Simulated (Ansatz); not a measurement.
Seebeck coefficient (μV/K, mean over directions) of p-type ZnTe (F-43m) against carrier density, Ansatz (a quantum-chemistry and plane-wave program) with PBEsol with spin-orbit coupling, rigid bands. Computed gap 0.96 eV; densities at which minority carriers matter at this gap, or further valleys turn the trend, are left out. Conductivity mass 0.46 mₑ (harmonic mean over directions), N_v = 1.5e19 cm⁻³ at 300 K.

```json
[
 {"hole density": "1e16 cm⁻³", "300 K": "842", "500 K": "913"},
 {"hole density": "1e17 cm⁻³", "300 K": "644", "500 K": "714"},
 {"hole density": "1e18 cm⁻³", "300 K": "446", "500 K": "___"},
 {"hole density": "3e18 cm⁻³", "300 K": "353", "500 K": "___"},
 {"hole density": "1e19 cm⁻³", "300 K": "___", "500 K": "320"},
 {"hole density": "3e19 cm⁻³", "300 K": "169", "500 K": "231"},
 {"hole density": "1e20 cm⁻³", "300 K": "94", "500 K": "144"},
 {"hole density": "3e20 cm⁻³", "300 K": "52", "500 K": "85"},
 {"hole density": "1e21 cm⁻³", "300 K": "29", "500 K": "48"}
]
```

Q: What belongs in the gaps?

A: 
- 1e18 cm⁻³, 500 K: 516
- 3e18 cm⁻³, 500 K: 422
- 1e19 cm⁻³, 300 K: 253

Rigid bands with a gap fixed in temperature, one relaxation time for all states, no polarons or phonon drag, and whether or not such doping can be reached.
